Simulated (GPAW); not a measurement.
Crystal: P.

```
P
1.0
     1.64774   -5.46504    0.00000
     1.64774    5.46504    0.00000
     0.00000    0.00000    4.54364
P
4
Cartesian
  1.6477 -4.4173 2.6754
  1.6477 4.4173 1.8683
  1.6477 -1.0477 0.4035
  1.6477 1.0477 4.1401
```

Base run:

```yaml
Program: GPAW 26.7.0
Functional: PBE
Potentials_or_basis: JTH PAW 2.0, PBE
Cutoff: 600 eV
Basis: pw
k_mesh: 5 × 5 × 4
Occupations: fermi-dirac, width 0.05 eV
Spin: no spin polarisation
```

Its results: pressure 1.8 GPa; largest force 0.306 eV/Å.

Problem. The run is repeated on the same cell with these changes: potentials or basis from JTH PAW 2.0, PBE to GPAW PAW data sets (gpaw-data 1.2.1). What comes out?

Solution. Pressure 2.4 GPa; largest force 0.374 eV/Å.

Caveats: the program truncates these outside data sets (some runs).

Not every run made on this cell is shown here.
